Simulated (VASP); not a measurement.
Set up this calculation in VASP 6.6.1, as the native input.

| Quantity | Value |
| --- | --- |
| Task | single point |
| Functional | PBE |
| Potentials or basis | VASP PAW PBE potentials, release 64 (Te, Ge_d, Sb) |
| Cutoff | 520 eV |
| k mesh | 10 × 10 × 2 |
| Occupations | gaussian, width 0.03 eV |
| Spin | no spin polarisation |
| Dipole correction | no |
| Further INCAR settings | ALGO = Fast; EDIFF = 1e-06; NBANDS = 44 |

The structure of Ge2Sb2Te5 lies in POSCAR:

```
Ge2Sb2Te5
1.0
    4.2946077513      0.0000000000      0.0000000000
   -2.1473038756      3.7192394119      0.0000000000
    0.0000000000      0.0000000000     17.5880760610
Te Ge Sb
5 2 2
Direct
    0.0000000000      0.0000000000      0.0000000000
    0.6666666667      0.3333333333      0.1946284459
    0.3333333333      0.6666666667      0.4074675083
    0.6666666667      0.3333333333      0.5925324917
    0.3333333333      0.6666666667      0.8053715541
    0.3333333333      0.6666666667      0.0984587309
    0.6666666667      0.3333333333      0.9015412691
    0.0000000000      0.0000000000      0.3102284251
    0.0000000000      0.0000000000      0.6897715749
```

The cell was built by a generator and needn't be a form met in nature.

One way to write it, as run:

INCAR

```
PREC = Accurate
ENCUT = 520
EDIFF = 1E-6
ISMEAR = 0
SIGMA = 0.03
LREAL = False
LASPH = True
NELM = 100
ALGO = Fast
ISIF = 2
LWAVE = False
LCHARG = True
GGA = PE
LELF = True
LVHAR = True
NBANDS = 44
```

KPOINTS

```
Automatic mesh
0
Gamma
  10 10 2
```

Potentials or basis: VASP PAW PBE potentials, release 64 (Te, Ge_d, Sb).

Command:

```console
$ cat potpaw_PBE.64/Te/POTCAR potpaw_PBE.64/Ge_d/POTCAR potpaw_PBE.64/Sb/POTCAR > POTCAR
$ mpirun -np 1 vasp_std > vasp.out
```

Results of the run:

| Property | Result |
| --- | --- |
| Pressure | 0.0 GPa |
| Largest force | 0.026 eV/Å |
| Band gap on the k mesh | 0.55 eV, direct |

Caveat: spin-orbit coupling is left out, which moves the levels of the heavy elements; this functional lacks dispersion, which binds the layers, so the pressure and a relaxed spacing across them are unreliable.

It took 7.2 min on 1 thread of Intel(R) Xeon(R) Platinum 8488C (Sapphire Rapids), with other jobs on the host, peak memory 0.55 GiB.
